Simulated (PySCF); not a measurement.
Geometries of 2 isomers of C7H8, from PBE0-D3(BJ)/def2-SVP geometry optimisation, gas phase (PySCF 2.14.0). One conformer each, no zero-point energy, no frequencies.

Question: Which isomer lies lower at this level?
A.
```xyz
15
angstrom
C      1.189   -0.598   -0.716
C      1.180    0.733   -0.604
C     -0.017    1.100    0.284
C     -1.290    0.706   -0.477
C     -1.281   -0.626   -0.589
C     -0.002   -1.124    0.097
C      0.047   -0.102    1.258
H      1.860   -1.218   -1.311
H      1.842    1.453   -1.086
H     -0.006    2.109    0.715
H     -2.013    1.410   -0.890
H     -1.995   -1.261   -1.114
H      0.023   -2.192    0.352
H      0.983   -0.144    1.834
H     -0.825   -0.164    1.928
```
B.
```xyz
15
angstrom
C      2.951   -0.527    0.242
C      1.934   -0.040   -0.206
C      0.707    0.483   -0.727
C      0.609    1.765   -1.114
C     -0.456   -0.484   -0.806
C     -0.886   -0.993    0.537
C     -2.118   -0.878    1.033
H      3.858   -0.946    0.637
H      1.461    2.444   -1.048
H     -0.333    2.159   -1.507
H     -1.299    0.004   -1.318
H     -0.144   -1.341   -1.431
H     -0.108   -1.487    1.132
H     -2.918   -0.385    0.471
H     -2.374   -1.274    2.020
```

Answer: A. That is `C1=C[C@H]2C=C[C@@H]1C2`, 36.7 kcal/mol below the other.

| SMILES | atoms numbered as above | E (Eh) | relative (kcal/mol) | relative (kJ/mol) | dipole (D) |
| --- | --- | --- | --- | --- | --- |
| C1=C[C@H]2C=C[C@@H]1C2 | [CH:1]1=[CH:2][C@H:3]2[CH:4]=[CH:5][C@@H:6]1[CH2:7]2 | -270.97791 | 0.0 | 0.0 | 0.02 |
| C#CC(=C)CC=C | [CH:1]#[C:2][C:3](=[CH2:4])[CH2:5][CH:6]=[CH2:7] | -270.91944 | 36.7 | 153.5 | 0.27 |

As drawn, the higher has a C≡C bond, which the lower lacks.
